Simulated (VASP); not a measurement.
# WC (Qusongite) (P-6m2) in VASP: notebook

Runs on WC (Qusongite). Level: LDA. Tasks: single point, relaxation of cell and atoms.

Program: VASP 6.6.1. These are calculated values, not measurements. Logs are shortened: lines on timing, memory, paths and dates and some standing lists are left out, and cuts for length are marked.

## 1. The structure

Symmetry: P-6m2, No. 187, hexagonal system. The conventional cell has a = 2.922 Å, b = 2.922 Å, c = 2.847 Å, α = 90.00°, β = 90.00°, γ = 120.00°. Around W (site symmetry -6m2) lie 6 C at 2.21 Å. C (site symmetry -6m2) is surrounded by 6 W at 2.21 Å.

## 2. Single point, LDA (relaxed again under DFT LDA, scalar-relativistic, plane waves, PAW)

The input, INCAR:

```
PREC = Accurate
ENCUT = 520
EDIFF = 1E-6
ISMEAR = 0
SIGMA = 0.1
LREAL = False
LASPH = True
NELM = 100
ALGO = Normal
ISIF = 2
LWAVE = False
LCHARG = False
GGA = CA
NBANDS = 16
```

The input, KPOINTS:

```
Automatic mesh
0
Gamma
  18 18 14
```

The input, POSCAR:

```
WC
1.0
    2.8835687521      0.0000000000      0.0000000000
   -1.4417843760      2.4972437929      0.0000000000
    0.0000000000      0.0000000000      2.8124845903
W C
1 1
Direct
    0.0000000000      0.0000000000      0.0000000000
    0.6666666667      0.3333333333      0.5000000000
```

Potentials or basis: VASP PAW LDA potentials, release 64 (W_sv, C).

The run is started by

```bash
> cat potpaw_LDA.64/W_sv/POTCAR potpaw_LDA.64/C/POTCAR > POTCAR
> mpirun -np 1 vasp_std > vasp.out
```

OUTCAR:

```text
PREC = Accurate
   ENCUT = 520
   EDIFF = 1E-6
   ISMEAR = 0
   LREAL = False
   LASPH = True
   NELM = 100
   ISIF = 2
   GGA = CA

 ion  position               nearest neighbor table
   1  0.000  0.000  0.000-   2 2.18   2 2.18   2 2.18   2 2.18   2 2.18   2 2.18
   2  0.667  0.333  0.500-   1 2.18   1 2.18   1 2.18   1 2.18   1 2.18   1 2.18

  LATTYP: Found a hexagonal cell.
 ALAT       =     2.8835687521
 C/A-ratio  =     0.9753485462

  Lattice vectors:

 A1 = (   2.8835687521,   0.0000000000,   0.0000000000)
 A2 = (  -1.4417843760,   2.4972437929,   0.0000000000)
 A3 = (   0.0000000000,   0.0000000000,   2.8124845903)

Analysis of symmetry for initial positions (statically):
=====================================================================
 Subroutine PRICEL returns:
 Original cell was already a primitive cell.

 Routine SETGRP: Setting up the symmetry group for a
 hexagonal supercell.

 Subroutine GETGRP returns: Found 12 space group operations
 (whereof 12 operations were pure point group operations)
 out of a pool of 24 trial point group operations.

The static configuration has the point symmetry D_3h.

Analysis of symmetry for dynamics (positions and initial velocities):
=====================================================================
 Subroutine PRICEL returns:
 Original cell was already a primitive cell.

 Routine SETGRP: Setting up the symmetry group for a
 hexagonal supercell.

 Subroutine GETGRP returns: Found 12 space group operations
 (whereof 12 operations were pure point group operations)
 out of a pool of 24 trial point group operations.

The dynamic configuration has the point symmetry D_3h.

 Subroutine INISYM returns: Found 12 space group operations
 (whereof 12 operations are pure point group operations),
 and found     1 'primitive' translations

----------------------------------------------------------------------------------------

                                     Primitive cell

  volume of cell :      20.2526

  direct lattice vectors                    reciprocal lattice vectors
     2.883568752  0.000000000  0.000000000     0.346792494  0.200220740  0.000000000
    -1.441784376  2.497243793  0.000000000     0.000000000  0.400441480  0.000000000
     0.000000000  0.000000000  2.812484590     0.000000000  0.000000000  0.355557504

  length of vectors
     2.883568752  2.883568752  2.812484590     0.400441480  0.400441480  0.355557504

  position of ions in fractional coordinates (direct lattice)
     0.000000000  0.000000000  0.000000000
     0.666666667  0.333333333  0.500000000

  ion indices of the primitive-cell ions
   primitive index   ion index
                 1           1
                 2           2

----------------------------------------------------------------------------------------

 KPOINTS: Automatic mesh

Automatic generation of k-mesh.
 Grid dimensions read from file:
 generate k-points for:   18   18   14

 Generating k-lattice:

  Cartesian coordinates                     Fractional coordinates (reciprocal lattice)
     0.019266250  0.011123374  0.000000000     0.055555556 -0.000000000  0.000000000
     0.000000000  0.022246749  0.000000000     0.000000000  0.055555556  0.000000000
     0.000000000  0.000000000  0.025396965     0.000000000  0.000000000  0.071428571

  Length of vectors
     0.022246749  0.022246749  0.025396965

  Shift w.r.t. Gamma in fractional coordinates (k-lattice)
     0.000000000  0.000000000  0.000000000

 Subroutine IBZKPT returns following result:
 ===========================================

 Found    296 irreducible k-points:

 Following reciprocal coordinates:
            Coordinates               Weight
  0.000000  0.000000  0.000000      1.000000
  0.055556  0.000000  0.000000      6.000000
  0.111111  0.000000  0.000000      6.000000
  0.166667  0.000000  0.000000      6.000000
  0.222222 -0.000000  0.000000      6.000000
  0.277778  0.000000  0.000000      6.000000
[... 16 lines left out ...]
  0.333333  0.111111  0.000000     12.000000
  0.388889  0.111111  0.000000     12.000000
 [... further k-points ...]
   k-points           NKPTS =    296   k-points in BZ     NKDIM =    296   number of bands    NBANDS=     16
   number of dos      NEDOS =    301   number of ions     NIONS =      2
   total plane-waves  NPLWV =  13824
   dimension x,y,z NGX =    24 NGY =   24 NGZ =   24
   dimension x,y,z NGXF=    48 NGYF=   48 NGZF=   48
   ions per type =               1   1
   NGX,Y,Z   is equivalent  to a cutoff of  13.84, 13.84, 14.19 a.u.
   NGXF,Y,Z  is equivalent  to a cutoff of  27.67, 27.67, 28.37 a.u.
 SYSTEM =  unknown system
   PREC   = accura    normal or accurate (medium, high low for compatibility)
   ISTART =      0    job   : 0-new  1-cont  2-samecut
   ICHARG =      2    charge: 1-file 2-atom 10-const
   ISPIN  =      1    spin polarized calculation?
   LNONCOLLINEAR =      F non collinear calculations
   LSORBIT =      F    spin-orbit coupling
   LASPH  =      T    aspherical Exc in radial PAW
   ENCUT  =  520.0 eV  38.22 Ry    6.18 a.u.   5.36  5.36  5.23*2*pi/ulx,y,z
   NELM   =    100;   NELMIN=  2; NELMDL= -5     # of ELM steps
   EDIFF  = 0.1E-05   stopping-criterion for ELM
   LREAL  =      F    real-space projection
   EDIFFG = 0.1E-04   stopping-criterion for IOM
   NSW    =      0    number of steps for IOM
   IBRION =     -1    ionic relax: 0-MD 1-quasi-New 2-CG
   NFREE  =      0    steps in history (QN), initial steepest desc. (CG)
   ISIF   =      2    stress and relaxation
   ISYM   =      2    0-nonsym 1-usesym 2-fastsym
   POTIM  = 0.5000    time-step for ionic-motion
   TEBEG  =    0.0;   TEEND  =   0.0 temperature during run
   PSTRESS=    0.0 pullay stress
   NELECT =      18.0000    total number of electrons
   NUPDOWN=      -1.0000    fix difference up-down
   EMIN   =  10.00;   EMAX   =-10.00  energy-range for DOS
   EFERMI =   0.00;   METHOD = LEGACY
   ISMEAR =     0;   SIGMA  =   0.10  broadening in eV -4-tet -1-fermi 0-gaus
   EFERMI_NEDOS =   21; number of points for ismear=-14 and -15
   IALGO  =     38    algorithm
   IMIX   =      4    mixing-type and parameters
     AMIX     =   0.40;   BMIX     =  1.00
     AMIX_MAG =   1.60;   BMIX_MAG =  1.00
  volume/ion in A,a.u.               =      10.13        68.34
  Fermi-wavevector in a.u.,A,eV,Ry     =   1.574002  2.974432 33.708180  2.477481
  Thomas-Fermi vector in A             =   2.675201
   LORBIT       =      0    0 simple, 1 ext, 2 COOP (PROOUT), +10 PAW based schemes
   GGA     = CA    functional components
   LHFCALC =     F    Hartree Fock is set to
   AEXX    =    0.0000 exact exchange contribution
   IVDW    =     0    specifies the selected vdW correction
   LEPSILON=     F    determine dielectric tensor
   LRPA    =     F    only Hartree local field effects (RPA)
 non-spin polarized calculation
 Gauss-broadening in eV      SIGMA  =   0.10
  energy-cutoff  :      520.00
  volume of cell :       20.25
 maximum number of plane-waves:       574
 NGX is ok and might be reduce to    24
   NGX = 11   NGY = 11   NGZ = 11

 number of electron      18.0000000 magnetization

 Free energy of the ion-electron system (eV)
  ---------------------------------------------------
  ext. energy  EPLUGINS =         0.00000000
  ---------------------------------------------------
  free energy    TOTEN  =       -24.70003528 eV

  energy without entropy =      -24.69882267  energy(sigma->0) =      -24.69942897

 E-fermi :  11.3577     XC(G=0): -14.1121

 val. band max:       11.3524613751   @ k =   0.3333   0.2222   0.0000
 cond. band min:      11.3667418904   @ k =   0.4444  -0.0000   0.4286
 fundamental gap:      0.0142805153
 Fermi energy:        11.3577459265

 k-point     1 :       0.0000    0.0000    0.0000
  band No.  band energies     occupation
      1     -62.1478      2.00000
      2     -26.3889      2.00000
      3     -26.2783      2.00000
      4     -26.2783      2.00000
      5      -3.1205      2.00000
      6       6.8793      2.00000
[... 8 lines left out ...]
     15      25.9950      0.00000
     16      28.3349      0.00000

 k-point     2 :       0.0556    0.0000    0.0000
  band No.  band energies     occupation
      1     -62.1459      2.00000
      2     -26.3852      2.00000
      3     -26.3073      2.00000
      4     -26.2848      2.00000
      5      -3.0355      2.00000
      6       6.9113      2.00000
[... 8 lines left out ...]
     15      25.7799      0.00000
     16      28.5105      0.00000

 k-point     3 :       0.1111    0.0000    0.0000
  band No.  band energies     occupation
      1     -62.1400      2.00000
      2     -26.3899      2.00000
      3     -26.3744      2.00000
      4     -26.3035      2.00000
      5      -2.7873      2.00000
      6       6.8914      2.00000
[... 8 lines left out ...]
     15      25.4262      0.00000
     16      29.0168      0.00000

 k-point     4 :       0.1667    0.0000    0.0000
  band No.  band energies     occupation
      1     -62.1311      2.00000
      2     -26.5147      2.00000
      3     -26.3580      2.00000
      4     -26.3320      2.00000
      5      -2.3963      2.00000
      6       6.5335      2.00000
[... 8 lines left out ...]
     15      25.2290      0.00000
     16      29.7978      0.00000
[... 324 lines left out ...]
 k-point    22 :       0.2778    0.1111    0.0000
  band No.  band energies     occupation
      1     -62.0944      2.00000
      2     -26.9609      2.00000
      3     -26.4921      2.00000
      4     -26.2901      2.00000
      5      -0.5451      2.00000
      6       4.9546      2.00000
[... 8 lines left out ...]
     15      26.7385      0.00000
     16      28.2375      0.00000

 k-point    23 :       0.3333    0.1111    0.0000
  band No.  band energies     occupation
      1     -62.0859      2.00000
      2     -27.0604      2.00000
      3     -26.5277      2.00000
      4     -26.2743      2.00000
      5      -0.0186      2.00000
      6       4.6286      2.00000
[... 8 lines left out ...]
     15      26.3177      0.00000
     16      28.4258      0.00000

 k-point    24 :       0.3889    0.1111    0.0000
  band No.  band energies     occupation
      1     -62.0804      2.00000
      2     -27.1245      2.00000
      3     -26.5508      2.00000
      4     -26.2640      2.00000
      5       0.3642      2.00000
      6       4.4165      2.00000
[... 8 lines left out ...]
     15      25.4568      0.00000
     16      29.1397      0.00000

 [... further k-points ...]

------------------------ aborting loop because EDIFF is reached ----------------------------------------

  FORCE on cell =-STRESS in cart. coord.  units (eV):
  Direction    XX          YY          ZZ          XY          YZ          ZX
  --------------------------------------------------------------------------------------
  -------------------------------------------------------------------------------------
  Total        0.3217810      0.3217810      0.3871948      0.0000000     -0.0000000     -0.0000000
  in kB       25.4559689     25.4559689     30.6308224      0.0000000     -0.0000000     -0.0000000
  external PRESSURE =      27.1809201 kB  Pullay stress =       0.0000000 kB

 VOLUME and BASIS-vectors are now :
 -----------------------------------------------------------------------------
  energy-cutoff  :      520.00
  volume of cell :       20.25
      direct lattice vectors                 reciprocal lattice vectors
     2.883568752  0.000000000  0.000000000     0.346792494  0.200220740  0.000000000
    -1.441784376  2.497243793  0.000000000     0.000000000  0.400441480  0.000000000
     0.000000000  0.000000000  2.812484590     0.000000000  0.000000000  0.355557504

 POSITION                                       TOTAL-FORCE (eV/Angst)
 -----------------------------------------------------------------------------------
      0.00000      0.00000      0.00000        -0.000000      0.000000      0.000000
      1.44178      0.83241      1.40624         0.000000     -0.000000      0.000000
 -----------------------------------------------------------------------------------
    total drift:                                0.000000     -0.000000      0.000000

  FREE ENERGIE OF THE ION-ELECTRON SYSTEM (eV)
  ---------------------------------------------------
  free  energy   TOTEN  =       -24.7000352761 eV

  energy  without entropy=      -24.6988226658  energy(sigma->0) =      -24.69942897
```

Wall time 24 s (1 thread of Intel Xeon 6975P-C (Granite Rapids), shared host); peak memory 0.21 GiB.

Results:

```
Free energy            : -24.7000 eV
Pressure               : 2.7 GPa
Band gap on the k mesh : none (metal or under the smearing width)
```

Stress tensor (GPa, compression positive):
```
2.55 0.00 0.00
0.00 2.55 0.00
0.00 0.00 3.06
```

Levels at points of the mesh, in eV from the Fermi level:
| k point | band 6 | band 7 | band 8 | band 9 | band 10 | band 11 | band 12 | band 13 |
| --- | --- | --- | --- | --- | --- | --- | --- | --- |
| (0.00, 0.00, 0.00) | -4.48 | -3.46 | -3.46 | 0.12 | 3.28 | 3.28 | 5.73 | 5.73 |
| (0.50, 0.00, 0.00) | -7.08 | -3.74 | -3.71 | -0.46 | 2.36 | 4.62 | 5.01 | 6.96 |
| (0.00, 0.00, 0.50) | -8.77 | -2.11 | -2.11 | -0.66 | -0.66 | 3.75 | 4.54 | 4.54 |
| (0.50, 0.00, 0.50) | -6.60 | -4.47 | -4.17 | 0.39 | 4.53 | 5.46 | 6.90 | 9.38 |

Spin-orbit coupling is left out, which matters for the levels of W.

## 3. Relaxation of cell and atoms, LDA

The input, INCAR:

```
ALGO     = Fast           # electronic algorithm
EDIFF    = 1E-6           # SCF threshold, eV
EDIFFG   = -0.005         # ionic threshold
ENCUT    = 600            # plane-wave cutoff, eV
GGA      = CA             # functional
IBRION   = 2              # ionic algorithm
ISIF     = 3              # what is computed and relaxed
ISMEAR   = 0              # smearing method
LASPH    = T              # aspherical terms in the spheres
LCHARG   = F              # write CHGCAR
LREAL    = F              # projectors in reciprocal space
LWAVE    = F              # write WAVECAR
NELM     = 100            # most SCF steps
NSW      = 70             # ionic steps
PREC     = Accurate       # precision mode
SIGMA    = 0.1            # smearing width, eV
```

The input, KPOINTS:

```
k-points
0
Gamma
  18 18 14
```

The input, POSCAR:

```
WC
1.0
    2.9216789202      0.0000000000      0.0000000000
   -1.4608394601      2.5302481666      0.0000000000
    0.0000000000      0.0000000000      2.8470525734
W C
1 1
Direct
    0.0000000000      0.0000000000      0.0000000000
    0.6666666667      0.3333333333      0.5000000000
```

Potentials or basis: VASP PAW LDA potentials, release 64 (W_sv, C).

The run is started by

```bash
> cat potpaw_LDA.64/W_sv/POTCAR potpaw_LDA.64/C/POTCAR > POTCAR
> mpirun -np 1 vasp_std > vasp.out
```

It took 2.1 min on 1 thread of Intel Xeon 6975P-C (Granite Rapids), shared host; peak memory 0.24 GiB.

Results (log left out):

- Free energy: -24.7033 eV
- Relaxed volume: 10.19 Å³/atom
- Relaxed cell: a = 2.889 Å, b = 2.889 Å, c = 2.818 Å, α = 90.00°, β = 90.00°, γ = 120.00°
- Space group after relaxing (to 0.05 Å): P-6m2 (No. 187)
- Energy gained by relaxing: 13.7 meV/atom
- Ionic steps: 10
- Pressure after relaxing: 0.0 GPa
- Band gap on the k mesh: none (metal or under the smearing width)

Step by step:
```
step  energy change (eV)  largest force (eV/Å)  pressure (GPa)  volume (Å³)
   1              0.0000                0.0000          -12.71        21.05
   2              0.2155                0.0000           47.03        18.60
   3             -0.0272                0.0000           -0.60        20.41
   4             -0.0272                0.0000           -0.08        20.38
   5             -0.0272                0.0000            0.17        20.37
   6             -0.0272                0.0000            0.30        20.36
   7             -0.0274                0.0000            0.25        20.36
   8             -0.0274                0.0000            0.27        20.36
   9             -0.0273                0.0000           -0.50        20.40
  10             -0.0274                0.0000           -0.05        20.38
```

Final structure:
```
W C
1.0
     2.88942    0.00000    0.00000
    -1.44471    2.50231    0.00000
     0.00000    0.00000    2.81840
W C
1 1
Direct
  0.00000 0.00000 0.00000
  0.66667 0.33333 0.50000
```

Levels at points of the mesh, in eV from the Fermi level:
```
           k point  band 7  band 8  band 9  band 10  band 11  band 12
(0.00, 0.00, 0.00)   -3.43   -3.43    0.12     3.26     3.26     5.69
(0.50, 0.00, 0.00)   -3.71   -3.67   -0.45     2.34     4.59     4.97
(0.00, 0.00, 0.50)   -2.09   -2.09   -0.65    -0.65     3.72     4.53
(0.50, 0.00, 0.50)   -4.43   -4.16    0.37     4.50     5.42     6.84
```

The run has no spin-orbit coupling, so splittings on W are missing. LDA usually gives volumes a few per cent too small.
